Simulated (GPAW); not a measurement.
The system is MgSe.

```xyz
2
Lattice="0.0000 2.7255 2.7255 2.7255 0.0000 2.7255 2.7255 2.7255 0.0000" Properties=species:S:1:pos:R:3 pbc="T T T"
Se    2.7255    2.7255    2.7255
Mg    0.0000    0.0000    0.0000
```

Base run:

* Program: GPAW 26.7.0
* Functional: TB-mBJ
* Potentials or basis: GPAW PAW data sets for LDA (gpaw-data 1.2.1)
* Cutoff: 800 eV
* Basis: pw
* k mesh: 8 × 8 × 8
* Occupations: fermi-dirac, width 0.05 eV
* Spin: no spin polarisation

Its results: band gap on the k mesh 2.75 eV, indirect (least direct gap 3.81 eV).

Task: The run is repeated on the same cell with these changes: functional from TB-mBJ to LDA; potentials or basis from GPAW PAW data sets for LDA (gpaw-data 1.2.1) to the program's PAW data sets (release 1.2.1) made for this functional. What comes out?

Result: Band gap on the k mesh 1.66 eV, indirect (least direct gap 2.39 eV).

Caveats: a model potential gives levels but no total energy (some runs).
